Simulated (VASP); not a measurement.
# TiB2 (P6/mmm) in VASP: further runs, part 2 of 2

VASP 6.6.1. Earlier steps stand in the parts before.

## Step 4: Single point, LDA

This run uses another cell than the first one, of 8.55 Å³/atom, 1.046 times its volume.

File INCAR:

```
SYSTEM = TiB2
PREC = Accurate ; ENCUT = 520
EDIFF = 1E-7 ; ISMEAR = 0
SIGMA = 0.1 ; LREAL = .FALSE.
LASPH = .TRUE. ; NELM = 100
ALGO = Normal ; ISIF = 2
LWAVE = .FALSE. ; LCHARG = .TRUE.
GGA = CA ; LELF = .TRUE.
LVHAR = .TRUE. ; NBANDS = 16
```

File KPOINTS:

```
regular mesh
0
G
  6 6 6
  0 0 0
```

File POSCAR:

```
TiB2
1.0
    3.0292000000      0.0000000000      0.0000000000
   -1.5146000000      2.6233641531      0.0000000000
    0.0000000000      0.0000000000      3.2284000000
Ti B
1 2
Direct
    0.0000000000      0.0000000000      0.0000000000
    0.3333333333      0.6666666667      0.5000000000
    0.6666666667      0.3333333333      0.5000000000
```

Potentials or basis: VASP PAW LDA potentials, release 64 (Ti_sv, B).

On the command line:

```
$ cat potpaw_LDA.64/Ti_sv/POTCAR potpaw_LDA.64/B/POTCAR > POTCAR
$ mpirun -np 1 vasp_std > vasp.out
```

OUTCAR:

```text
SYSTEM = TiB2
   PREC = Accurate
   ENCUT = 520
   EDIFF = 1E-7
   ISMEAR = 0
   LREAL = .FALSE.
   LASPH = .TRUE.
   NELM = 100
   ISIF = 2
   GGA = CA

 ion  position               nearest neighbor table
   1  0.000  0.000  0.000-   2 2.38   3 2.38   2 2.38   3 2.38   2 2.38   2 2.38   3 2.38   3 2.38
                             3 2.38   3 2.38   2 2.38   2 2.38
   2  0.333  0.667  0.500-   3 1.75   3 1.75   3 1.75   1 2.38   1 2.38   1 2.38   1 2.38   1 2.38
                             1 2.38
   3  0.667  0.333  0.500-   2 1.75   2 1.75   2 1.75   1 2.38   1 2.38   1 2.38   1 2.38   1 2.38
                             1 2.38

  LATTYP: Found a hexagonal cell.
 ALAT       =     3.0292000000
 C/A-ratio  =     1.0657599366

  Lattice vectors:

 A1 = (   3.0292000000,   0.0000000000,   0.0000000000)
 A2 = (  -1.5146000000,   2.6233641531,   0.0000000000)
 A3 = (   0.0000000000,   0.0000000000,   3.2284000000)

Analysis of symmetry for initial positions (statically):
=====================================================================
 Subroutine PRICEL returns:
 Original cell was already a primitive cell.

 Routine SETGRP: Setting up the symmetry group for a
 hexagonal supercell.

 Subroutine GETGRP returns: Found 24 space group operations
 (whereof 24 operations were pure point group operations)
 out of a pool of 24 trial point group operations.

The static configuration has the point symmetry D_6h.

Analysis of symmetry for dynamics (positions and initial velocities):
=====================================================================
 Subroutine PRICEL returns:
 Original cell was already a primitive cell.

 Routine SETGRP: Setting up the symmetry group for a
 hexagonal supercell.

 Subroutine GETGRP returns: Found 24 space group operations
 (whereof 24 operations were pure point group operations)
 out of a pool of 24 trial point group operations.

The dynamic configuration has the point symmetry D_6h.

 Subroutine INISYM returns: Found 24 space group operations
 (whereof 24 operations are pure point group operations),
 and found     1 'primitive' translations

----------------------------------------------------------------------------------------

                                     Primitive cell

  volume of cell :      25.6551

  direct lattice vectors                    reciprocal lattice vectors
     3.029200000  0.000000000  0.000000000     0.330120164  0.190594965  0.000000000
    -1.514600000  2.623364153  0.000000000     0.000000000  0.381189931  0.000000000
     0.000000000  0.000000000  3.228400000     0.000000000  0.000000000  0.309750960

  length of vectors
     3.029200000  3.029200000  3.228400000     0.381189931  0.381189931  0.309750960

  position of ions in fractional coordinates (direct lattice)
     0.000000000  0.000000000  0.000000000
     0.333333333  0.666666667  0.500000000
     0.666666667  0.333333333  0.500000000

  ion indices of the primitive-cell ions
   primitive index   ion index
                 1           1
                 2           2
                 3           3

----------------------------------------------------------------------------------------

 KPOINTS: regular mesh

Automatic generation of k-mesh.
 Grid dimensions read from file:
[... 24 lines left out ...]
  0.333333  0.000000  0.000000      6.000000
  0.500000  0.000000  0.000000      3.000000
  0.166667  0.166667  0.000000      6.000000
  0.333333  0.166667  0.000000     12.000000
[... 16 lines left out ...]
  0.166667 -0.000000  0.500000      6.000000
  0.333333  0.000000  0.500000      6.000000
 [... further k-points ...]
   k-points           NKPTS =     28   k-points in BZ     NKDIM =     28   number of bands    NBANDS=     16
   number of dos      NEDOS =    301   number of ions     NIONS =      3
   total plane-waves  NPLWV =  13824
   dimension x,y,z NGX =    24 NGY =   24 NGZ =   24
   dimension x,y,z NGXF=    48 NGYF=   48 NGZF=   48
   ions per type =               1   2
   NGX,Y,Z   is equivalent  to a cutoff of  13.17, 13.17, 12.36 a.u.
   NGXF,Y,Z  is equivalent  to a cutoff of  26.34, 26.34, 24.72 a.u.
 SYSTEM =  TiB2
   PREC   = accura    normal or accurate (medium, high low for compatibility)
   ISTART =      0    job   : 0-new  1-cont  2-samecut
   ICHARG =      2    charge: 1-file 2-atom 10-const
   ISPIN  =      1    spin polarized calculation?
   LNONCOLLINEAR =      F non collinear calculations
   LSORBIT =      F    spin-orbit coupling
   LASPH  =      T    aspherical Exc in radial PAW
   ENCUT  =  520.0 eV  38.22 Ry    6.18 a.u.   5.63  5.63  6.00*2*pi/ulx,y,z
   NELM   =    100;   NELMIN=  2; NELMDL= -5     # of ELM steps
   EDIFF  = 0.1E-06   stopping-criterion for ELM
   LREAL  =      F    real-space projection
   EDIFFG = 0.1E-05   stopping-criterion for IOM
   NSW    =      0    number of steps for IOM
   IBRION =     -1    ionic relax: 0-MD 1-quasi-New 2-CG
   NFREE  =      0    steps in history (QN), initial steepest desc. (CG)
   ISIF   =      2    stress and relaxation
   ISYM   =      2    0-nonsym 1-usesym 2-fastsym
   POTIM  = 0.5000    time-step for ionic-motion
   TEBEG  =    0.0;   TEEND  =   0.0 temperature during run
   PSTRESS=    0.0 pullay stress
   NELECT =      18.0000    total number of electrons
   NUPDOWN=      -1.0000    fix difference up-down
   EMIN   =  10.00;   EMAX   =-10.00  energy-range for DOS
   EFERMI =   0.00;   METHOD = LEGACY
   ISMEAR =     0;   SIGMA  =   0.10  broadening in eV -4-tet -1-fermi 0-gaus
   EFERMI_NEDOS =   21; number of points for ismear=-14 and -15
   IALGO  =     38    algorithm
   IMIX   =      4    mixing-type and parameters
     AMIX     =   0.40;   BMIX     =  1.00
     AMIX_MAG =   1.60;   BMIX_MAG =  1.00
  volume/ion in A,a.u.               =       8.55        57.71
  Fermi-wavevector in a.u.,A,eV,Ry     =   1.454703  2.748990 28.792122  2.116161
  Thomas-Fermi vector in A             =   2.571823
   LORBIT       =      0    0 simple, 1 ext, 2 COOP (PROOUT), +10 PAW based schemes
   GGA     = CA    functional components
   LHFCALC =     F    Hartree Fock is set to
   AEXX    =    0.0000 exact exchange contribution
   IVDW    =     0    specifies the selected vdW correction
   LEPSILON=     F    determine dielectric tensor
   LRPA    =     F    only Hartree local field effects (RPA)
 non-spin polarized calculation
 Gauss-broadening in eV      SIGMA  =   0.10
  energy-cutoff  :      520.00
  volume of cell :       25.66
 maximum number of plane-waves:       721
 NGX is ok and might be reduce to    24
   NGX = 11   NGY = 11   NGZ = 13

 number of electron      18.0000002 magnetization

 Free energy of the ion-electron system (eV)
  ---------------------------------------------------
  ext. energy  EPLUGINS =         0.00000000
  ---------------------------------------------------
  free energy    TOTEN  =       -26.84124964 eV

  energy without entropy =      -26.83582876  energy(sigma->0) =      -26.83853920

 E-fermi :   9.6764     XC(G=0): -12.9526

 val. band max:        9.6048380276   @ k =   0.1667   0.1667   0.1667
 cond. band min:       9.6995532473   @ k =   0.1667   0.1667   0.1667
 fundamental gap:      0.0947152197
 Fermi energy:         9.6763872434

 k-point     1 :       0.0000    0.0000    0.0000
  band No.  band energies     occupation
      1     -46.3235      2.00000
      2     -23.0852      2.00000
      3     -22.7322      2.00000
      4     -22.7322      2.00000
      5      -3.3758      2.00000
      6       7.3363      2.00000
[... 433 lines left out ...]
      3     -23.0189      2.00000
      4     -22.7835      2.00000
      5      -0.4312      2.00000
      6       3.9987      2.00000
[... 8 lines left out ...]
     15      16.8657      0.00000
     16      22.7822      0.00000

 [... further k-points ...]

------------------------ aborting loop because EDIFF is reached ----------------------------------------

  FORCE on cell =-STRESS in cart. coord.  units (eV):
  Direction    XX          YY          ZZ          XY          YZ          ZX
  --------------------------------------------------------------------------------------
  -------------------------------------------------------------------------------------
  Total       -1.5064351     -1.5064351     -2.0243164      0.0000000     -0.0000000      0.0000000
  in kB      -94.0778000    -94.0778000   -126.4198059      0.0000000     -0.0000000      0.0000000
  external PRESSURE =    -104.8584686 kB  Pullay stress =       0.0000000 kB

 VOLUME and BASIS-vectors are now :
 -----------------------------------------------------------------------------
  energy-cutoff  :      520.00
  volume of cell :       25.66
      direct lattice vectors                 reciprocal lattice vectors
     3.029200000  0.000000000  0.000000000     0.330120164  0.190594965  0.000000000
    -1.514600000  2.623364153  0.000000000     0.000000000  0.381189931  0.000000000
     0.000000000  0.000000000  3.228400000     0.000000000  0.000000000  0.309750960

 POSITION                                       TOTAL-FORCE (eV/Angst)
 -----------------------------------------------------------------------------------
      0.00000      0.00000      0.00000        -0.000000      0.000000      0.000000
     -0.00000      1.74891      1.61420         0.000000      0.000000      0.000000
      1.51460      0.87445      1.61420        -0.000000      0.000000      0.000000
 -----------------------------------------------------------------------------------
    total drift:                               -0.000000      0.000000      0.000000

  FREE ENERGIE OF THE ION-ELECTRON SYSTEM (eV)
  ---------------------------------------------------
  free  energy   TOTEN  =       -26.8412496373 eV

  energy  without entropy=      -26.8358287627  energy(sigma->0) =      -26.83853920
```

OSZICAR:

```text
N       E                     dE             d eps       ncg     rms          rms(c)
DAV:   1     0.118311197612E+03    0.11831E+03   -0.90520E+03   896   0.128E+03
DAV:   2    -0.252761361801E+02   -0.14359E+03   -0.13853E+03   992   0.338E+02
DAV:   3    -0.319642239059E+02   -0.66881E+01   -0.65697E+01  1280   0.713E+01
DAV:   4    -0.321255986527E+02   -0.16137E+00   -0.16130E+00  1128   0.976E+00
DAV:   5    -0.321284050706E+02   -0.28064E-02   -0.28064E-02  1264   0.110E+00    0.163E+01
DAV:   6    -0.268930779767E+02    0.52353E+01   -0.21957E+01  1248   0.490E+01    0.372E+00
DAV:   7    -0.268513157745E+02    0.41762E-01   -0.12722E+00   952   0.132E+01    0.331E+00
DAV:   8    -0.268453405504E+02    0.59752E-02   -0.10494E-01  1424   0.276E+00    0.867E-01
DAV:   9    -0.268418884266E+02    0.34521E-02   -0.47524E-02  1080   0.284E+00    0.311E-01
DAV:  10    -0.268412410127E+02    0.64741E-03   -0.37205E-03  1136   0.727E-01    0.511E-02
DAV:  11    -0.268412732522E+02   -0.32239E-04   -0.43517E-04  1272   0.211E-01    0.589E-02
DAV:  12    -0.268412502903E+02    0.22962E-04   -0.89266E-05  1008   0.120E-01    0.123E-02
DAV:  13    -0.268412495835E+02    0.70676E-06   -0.47638E-06  1184   0.170E-02    0.207E-03
DAV:  14    -0.268412496373E+02   -0.53822E-07   -0.31546E-07  1048   0.423E-03
   1 F= -.26841250E+02 E0= -.26838539E+02  d E =-.542087E-02
```

stdout:

```text
POSCAR found type information on POSCAR TiB
 POSCAR found :  2 types and       3 ions
 scaLAPACK will be used
 LDA part: xc-table for (Slater(with rela. corr.)+CA(PZ))
 , standard interpolation
 POSCAR, INCAR and KPOINTS ok, starting setup
 FFT: planning ... GRIDC
 FFT: planning ... GRID_SOFT
 FFT: planning ... GRID
 WAVECAR not read
 entering main loop
```

It took 6.9 s on 1 thread of Intel Xeon Platinum 8488C (Sapphire Rapids), shared host; peak memory 0.13 GiB.

What came out:

| Item | Value |
| --- | --- |
| Free energy | -26.8412 eV |
| Pressure | -10.5 GPa |
| Band gap on the k mesh | none (metal or under the smearing width) |

Stress tensor (GPa, compression positive):
```
 -9.41   0.00   0.00
  0.00  -9.41   0.00
  0.00   0.00 -12.64
```

Levels at points of the mesh, in eV from the Fermi level:
| k point | band 5 | band 6 | band 7 | band 8 | band 9 | band 10 | band 11 | band 12 | band 13 | band 14 |
| --- | --- | --- | --- | --- | --- | --- | --- | --- | --- | --- |
| (0.00, 0.00, 0.00) | -13.05 | -2.34 | -2.34 | -2.02 | -1.88 | 2.11 | 2.11 | 3.89 | 3.89 | 6.04 |
| (0.50, 0.00, 0.00) | -9.00 | -8.78 | -2.98 | -2.97 | -2.01 | 1.56 | 2.98 | 3.45 | 3.63 | 7.69 |
| (0.00, 0.00, 0.50) | -11.11 | -7.27 | -0.29 | -0.29 | 0.05 | 0.05 | 0.68 | 0.68 | 1.84 | 6.81 |
| (0.50, 0.00, 0.50) | -9.34 | -7.17 | -4.37 | -3.54 | -2.80 | 2.68 | 3.16 | 4.73 | 4.80 | 5.75 |

Caveat: the k mesh is coarse (spacing up to 0.40 Å⁻¹), so the values aren't converged.

## Step 5: Overview

| task | cell | k mesh | cutoff (eV) | mesh quality | gap on the mesh (eV) | pressure (GPa) |
| --- | --- | --- | --- | --- | --- | --- |
| single point | P6/mmm, 8.18 Å³/atom | 18 × 18 × 14 | 520 | not flagged | none | 0.6 |
| relaxation of cell and atoms | relaxed | 18 × 18 × 14 | 600 | not flagged | none | 0.0 |
| single point | P6/mmm, 8.55 Å³/atom | 6 × 6 × 6 | 520 | coarse | none | -10.5 |

Alike in all rows: level LDA; potentials or basis VASP PAW LDA potentials, release 64 (Ti_sv, B); no spin polarisation; smearing gaussian 0.1 eV.

Caveats: some runs use coarse meshes.

Absolute energies hang on the potentials; compare differences alone.
